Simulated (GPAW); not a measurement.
Runs of GPAW 26.7.0 on CoSi. It takes space group P2_13 (No. 198, cubic). The conventional cell has a = 4.438 Å, b = 4.438 Å, c = 4.438 Å, α = 90.00°, β = 90.00°, γ = 90.00°. Co (site symmetry 3) is surrounded by 7 Si at 2.28 to 2.47 Å. Around Si (site symmetry 3) lie 7 Co at 2.28 to 2.47 Å. 

| task | level | potentials or basis | U | k mesh | eigensolver | V0 of scaled cells (Å³/atom) | B0 (GPa) |
| --- | --- | --- | --- | --- | --- | --- | --- |
| equation of state | PBE | GPAW PAW data sets (gpaw-data 1.2.1), pw | - | 4 × 4 × 4 | - | 11.00 | (b) |
| equation of state | BLYP+D3 | PAW data sets generated in the run's folder for this functional, pw | - | 4 × 4 × 4 | davidson | 10.80 | 228 |
| equation of state | PBEsol | PAW data sets generated in the run's folder for this functional, pw | - | 4 × 4 × 4 | - | 10.69 | (a) |
| equation of state | OLYP | PAW data sets generated in the run's folder for this functional, pw | - | 4 × 4 × 4 | davidson | 10.87 | 228 |

Alike in all rows: spin collinear, ferromagnetic start; cell as given; cutoff (eV) 600; smearing fermi-dirac 0.05 eV.

Task: Estimate the missing entries.

Result: (a) 244; (b) 224.

Caveats: the cell was scaled at fixed shape and fractional positions, which overstates the stiffness of a crystal with free parameters, most of all of layers and chains.

Not every run made on this cell is shown here.
